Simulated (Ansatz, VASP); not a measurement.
## BAs5: VASP beside Ansatz

Contents of INCAR:

```
PREC = Accurate
ENCUT = 600
EDIFF = 1E-6
ISMEAR = 0
SIGMA = 0.1
LREAL = F
LASPH = T
NELM = 80
ALGO = Normal
ISIF = 3
LWAVE = F
LCHARG = F
GGA = PE
IBRION = 2
NSW = 90
EDIFFG = -0.04
```

The input KPOINTS:

```
Automatic mesh
0
Gamma
  4 4 4
```

File POSCAR:

```
BAs5
1.0
    0.0000000000      4.0510007200      4.0510007200
    4.0510007200      0.0000000000      4.0510007200
    4.0510007200      4.0510007200      0.0000000000
B As
1 5
Direct
    0.2500000000      0.2500000000      0.2500000000
    0.3727328200      0.8757557300      0.8757557300
    0.8757557300      0.3727328200      0.8757557300
    0.8757557300      0.8757557300      0.3727328200
    0.8757557300      0.8757557300      0.8757557300
    0.5000000000      0.5000000000      0.5000000000
```

Input for Ansatz:

```yaml
crystal:
  lattice:
    - [0.0, 4.05100072, 4.05100072]
    - [4.05100072, 0.0, 4.05100072]
    - [4.05100072, 4.05100072, 0.0]
  atoms:
    - { symbol: B, position: [0.25, 0.25, 0.25] }
    - { symbol: As, position: [0.37273282, 0.87575573, 0.87575573] }
    - { symbol: As, position: [0.87575573, 0.37273282, 0.87575573] }
    - { symbol: As, position: [0.87575573, 0.87575573, 0.37273282] }
    - { symbol: As, position: [0.87575573, 0.87575573, 0.87575573] }
    - { symbol: As, position: [0.5, 0.5, 0.5] }
basis:
  ecutwfc: 420
kpoints:
  mp_grid: { grid: [4, 4, 4] }
hamiltonian:
  xc: pbe
scf:
  occupations: { method: gaussian, width: 0.1 }
  lower_state_search: "off"
output:
  forces: true
  stress: true
  eigenvalues: true
relax:
  adjacent_minimum: "off"
  f_tol: 0.04
  max_steps: 70
  cell: { stress_tol: 0.4 }
```

Change from the starting cell: species swapped into the Be5Fe type (F-43m, No. 216).

Alike in both runs: task relaxation of cell and atoms; functional PBE; k mesh 4 × 4 × 4; occupations gaussian, width 0.1 eV; no spin polarisation.

```csv
,VASP,Ansatz
version,VASP 6.6.1,Ansatz 0.2.0
potentials or method,"VASP PAW PBE potentials, release 64 (B, As)","scalar-relativistic, plane waves, PAW"
plane-wave cutoff (eV),600,420
valence electrons in the cell,28,78
```

Ansatz gave:

- gap on the k mesh at the Fermi level, each at its own relaxed structure (eV): none
- relaxed volume (Å³/atom): 19.12
- relaxed cell length with the largest relative difference (Å): 5.454
- energy change over the relaxation (meV/atom): -85

Estimate VASP's values.

gap on the k mesh at the Fermi level, each at its own relaxed structure (eV): none; relaxed volume (Å³/atom): 19.18; relaxed cell length with the largest relative difference (Å): 5.460; energy change over the relaxation (meV/atom): -84.

A gap of «none» marks a metal or a gap that the smearing closes. The two sets of potentials don't hold the same shells in valence.
